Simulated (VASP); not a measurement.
KBr in VASP 6.6.1, single-point calculation

INCAR

```
NELECT = 10
SIGMA = 0.02
NBANDS = 15
ISMEAR = -1
EDIFF = 1E-7
LASPH = .TRUE.
GGA = PE
NSW = 0
IBRION = -1
LCHARG = .FALSE.
ENCUT = 520
ISIF = 2
LWAVE = .FALSE.
LREAL = .FALSE.
PREC = Accurate
NELM = 62
```

KPOINTS

```
KPOINTS created by Atomic Simulation Environment
0
Gamma
6 6 6
0 0 0
```

POSCAR

```
K  Br
 1.0000000000000000
     0.0000000000000000    3.7805067765000002    3.4939996361999999
     3.7805067765000002    0.0000000000000000    3.4939996361999999
     3.7805067765000002    3.7805067765000002    0.0000000000000000
 K   Br
   1   1
Cartesian
  0.0000000000000000  0.0000000000000000  0.0000000000000000
  1.8902533882500001  1.8902533882500001  1.7469998180999999
```

The recommended PBE PAW datasets give the neutral cell 16 valence electrons.

Command

```
mpirun -np 1 vasp_std
```

OSZICAR

```
N       E                     dE             d eps       ncg     rms          rms(c)
DAV:   1     0.833651759042E+02    0.83365E+02   -0.37287E+03   900   0.521E+02
DAV:   2     0.239807139223E+02   -0.59384E+02   -0.57613E+02  1145   0.151E+02
DAV:   3     0.211071318725E+02   -0.28736E+01   -0.28623E+01  1250   0.284E+01
DAV:   4     0.208235541091E+02   -0.28358E+00   -0.28352E+00  1532   0.634E+00
DAV:   5     0.208218608710E+02   -0.16932E-02   -0.16932E-02  1229   0.616E-01    0.143E+01
DAV:   6     0.378974802834E+02    0.17076E+02   -0.35551E+00  1229   0.869E+00    0.968E+00
DAV:   7     0.468591803438E+01   -0.33212E+02   -0.48849E+02  1124   0.122E+01    0.532E+01
DAV:   8     0.732291682898E+01    0.26370E+01   -0.19712E+00  1013   0.706E+00    0.569E+01
DAV:   9     0.122616166398E+01   -0.60968E+01   -0.22433E-01  1223   0.219E+00    0.639E+01
DAV:  10    -0.304730223911E+01   -0.42735E+01   -0.48004E-02  1168   0.993E-01    0.708E+01
...
DAV:  54     0.463781067171E+02    0.97403E+00   -0.18247E-01  1229   0.226E+00    0.112E+01
DAV:  55     0.461991387953E+02   -0.17897E+00   -0.11561E-02  1411   0.464E-01    0.116E+01
DAV:  56     0.430382732180E+02   -0.31609E+01   -0.11160E+00  1201   0.448E+00    0.194E+01
DAV:  57     0.445558045716E+02    0.15175E+01   -0.18650E-01  1215   0.273E+00    0.132E+01
DAV:  58     0.447438723071E+02    0.18807E+00   -0.90443E-03  1377   0.633E-01    0.113E+01
DAV:  59     0.455896964421E+02    0.84582E+00   -0.68759E-02  1243   0.135E+00    0.799E+00
DAV:  60     0.466873015266E+02    0.10976E+01   -0.17166E-01  1243   0.158E+00    0.760E+00
DAV:  61     0.467094443902E+02    0.22143E-01   -0.16949E-02  1278   0.889E-01    0.711E+00
DAV:  62     0.472610488698E+02    0.55160E+00   -0.85134E-02  1187   0.903E-01
   1 F= 0.47261049E+02 E0= 0.47261049E+02  d E =-.161489E-11
```

Standard output (part)

```
POSCAR found type information on POSCAR K Br
 POSCAR found :  2 types and       2 ions
 LDA part: xc-table for (Slater+PW92), standard interpolation
 POSCAR, INCAR and KPOINTS ok, starting setup
 WAVECAR not read
 entering main loop
 the old and the new charge density differ
    0.143E+01
|     The electronic self-consistency was not achieved in the given           |
|     number of steps (NELM). The forces and other quantities evaluated       |
|     might not be reliable so examine the results carefully. If you find     |
|     spurious results, we suggest increasing NELM, if you were close to      |
|     convergence or switching to a different ALGO or adjusting the           |
|     density mixing parameters otherwise.                                    |
```

It didn't converge.

Problem. What is wrong with this input?

Solution. Wrong number of electrons. It didn't converge.
